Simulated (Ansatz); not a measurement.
Start from GeO₂ in the rutile structure (space group P4_2/mnm, No. 136; a = 4.4875 Å, c = 2.9050 Å).

Computed with PBE in Ansatz (plane waves to 420 eV, PAW, no SOC).

For the base:

The volume per atom is 9.75 Å³. The electron mass is 0.19 mₑ along c, 0.22 mₑ across (at Γ) and the band gap comes out as 1.23 eV.

It is then changed as follows: cell and atoms relaxed at a pressure of 5 GPa.

### Question
Estimate the effect on the volume per atom, electron mass and band gap.

### Answer
The volume per atom shrinks by 0.23 Å³ (9.75 Å³ → 9.52 Å³); the electron mass goes from 0.19 mₑ along c, 0.22 mₑ across (at Γ) to 0.20 mₑ along c, 0.24 mₑ across (at Γ); the band gap increases by 0.25 eV (1.23 eV → 1.48 eV).

Load acts through the strain it causes; cell and atoms are relaxed under it. Masses are band curvatures over ±0.01 Å⁻¹ around the edge. Whether these cells are dynamically stable was not tested. No other phases were tried under pressure.

Ansatz is an electronic-structure program.
